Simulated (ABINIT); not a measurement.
Wanted: the native input for an ABINIT 10.8.3 (patched build) run.

* Task: single point
* Functional: LDA
* Potentials or basis: JTH PAW LDA v2.0
* Cutoff: 408 eV
* k mesh: 10 × 10 × 10
* Occupations: fermi-dirac, width 0.05 eV
* Spin: no spin polarisation
* Fine-grid cutoff: 816.342 eV

Crystal: Si2W.

```xyz
3
Lattice="-1.6069 1.6069 3.9150 1.6069 -1.6069 3.9150 1.6069 1.6069 -3.9150" Properties=species:S:1:pos:R:3 pbc="T T T"
W     0.0000    0.0000    0.0000
Si    0.0000    0.0000    5.2092
Si    0.0000    0.0000    2.6207
```

The input as run:

run.abi

```
# Pseudopotentials
pp_dirpath "./"
pseudos "W.LDA_PW-JTH.xml, Si.LDA_PW-JTH.xml"

# Structure
acell 3*1.0 Angstrom
rprim
    -1.6069000000     1.6069000000     3.9149500000
     1.6069000000    -1.6069000000     3.9149500000
     1.6069000000     1.6069000000    -3.9149500000
ntypat 2
znucl 74 14
natom 3
typat 1 2 2
xred
     0.0000000000     0.0000000000     0.0000000000
     0.6653000000     0.6653000000     0.0000000000
     0.3347000000     0.3347000000     0.0000000000

# Plane-wave basis
ecut 408.170794 eV
pawecutdg 30.0

# k points
kptopt 1
ngkpt 10 10 10
nshiftk 1
shiftk 0.0 0.0 0.0

# Exchange and correlation
ixc 7

# Bands and occupations
nband 15
occopt 3
tsmear 0.00183747

# SCF cycle
nstep 100
tolvrs 1.0e-9

# Output
iomode 3
prtwf 0
prtden 0
prteig 0
prtebands 0
```

Potentials or basis: JTH PAW LDA v2.0.

Command:

```sh
$ abinit run.abi > log 2>&1
```

Results of the run:

The largest force is 0.078 eV/Å and the band gap on the k mesh is none (metal or under the smearing width). The valence electrons inside the program's atomic spheres are W 11.89; Si 1.57.

Wall time 80 s on 1 thread of Arm Neoverse V1, on a shared host, peak memory 0.12 GiB.
